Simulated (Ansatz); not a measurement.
Space group Pm-3m (No. 221). a = 2.986 Å, b = 2.986 Å, c = 2.986 Å, α = 90.00°, β = 90.00°, γ = 90.00°
| atom | site | symmetry | x | y | z |
| --- | --- | --- | --- | --- | --- |
| Ti | 1a | m-3m | 0.0000 | 0.0000 | 0.0000 |
| Co | 1b | m-3m | 0.5000 | 0.5000 | 0.5000 |

Equation of state of this TiCo structure (not necessarily the ground state), with shape and atoms relaxed at each volume where symmetry leaves them free. It has no gap at any of these volumes. The calculation used Ansatz 0.2.0, DFT PBE, scalar-relativistic, plane waves, PAW.

Settings: cutoff 420 eV, Γ-centred mesh 14×14×14 on the computed 2-atom cell, Gaussian smearing of 0.10 eV; collinear spin.

```json
{"V (Å³/atom)": "11.710", "E − E(largest V) (meV/atom)": "62.33", "P (GPa)": "26.81"}
{"V (Å³/atom)": "12.109", "E − E(largest V) (meV/atom)": "6.36", "P (GPa)": "18.40"}
{"V (Å³/atom)": "12.508", "E − E(largest V) (meV/atom)": "-30.43", "P (GPa)": "11.34"}
{"V (Å³/atom)": "12.907", "E − E(largest V) (meV/atom)": "-51.05", "P (GPa)": "5.28"}
{"V (Å³/atom)": "13.306", "E − E(largest V) (meV/atom)": "-57.60", "P (GPa)": "-0.01"}
{"V (Å³/atom)": "13.706", "E − E(largest V) (meV/atom)": "-51.84", "P (GPa)": "-4.58"}
{"V (Å³/atom)": "14.105", "E − E(largest V) (meV/atom)": "-35.54", "P (GPa)": "-8.50"}
{"V (Å³/atom)": "14.637", "E − E(largest V) (meV/atom)": "0.00", "P (GPa)": "-12.85"}
```

Problem. Fit a third-order Birch–Murnaghan equation to E(V).

Solution. V0 = 13.31 Å³/atom, B0 = 163 GPa, B0' = 3.9.